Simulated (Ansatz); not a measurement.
The system is WS2 (Tungstenite).

```
W S
1.0
     3.18000    0.00000    0.00000
    -1.59000    2.75396    0.00000
     0.00000    0.00000   12.50000
W S
2 4
Direct
  0.66667 0.33333 0.75000
  0.33333 0.66667 0.25000
  0.66667 0.33333 0.37500
  0.33333 0.66667 0.87500
  0.66667 0.33333 0.12500
  0.33333 0.66667 0.62500
```

Base run:

| Property | Result |
| --- | --- |
| Program | Ansatz 0.2.0 |
| Functional | LDA |
| Potentials or basis | Ansatz PAW |
| Cutoff | 420 eV (not typed: the program's choice for these potentials) |
| k mesh | 10 × 10 × 3 |
| Occupations | fermi-dirac, width 0.05 eV |
| Spin | no spin polarisation |

Its results: band gap on the k mesh 1.04 eV, indirect (least direct gap 2.06 eV); pressure -5.6 GPa; largest force 0.358 eV/Å.

**Question.** After a change of settings the same cell gave: band gap on the k mesh 1.16 eV, indirect (least direct gap 2.09 eV); pressure 4.2 GPa; largest force 0.185 eV/Å. Which change was it?
A. functional from LDA to revPBE
B. occupations from fermi-dirac, width 0.05 eV to gaussian, width 0.02 eV
C. functional from LDA to BLYP

**Answer.** A.

revPBE binds less tightly than LDA, so the same cell stands under more pressure.

Caveats: the k mesh misses the band edges, so the gap on the mesh is wider than the one along the path; spin-orbit coupling is left out, which moves the levels of the heavy elements; the PAW data sets come from PBE, with cores solved anew for the run's functional, which leaves a small shift of forces and pressure; this functional lacks dispersion, which binds the layers, so the pressure and a relaxed spacing across them are unreliable (some runs).

Runs at the PBE level aren't shown here.
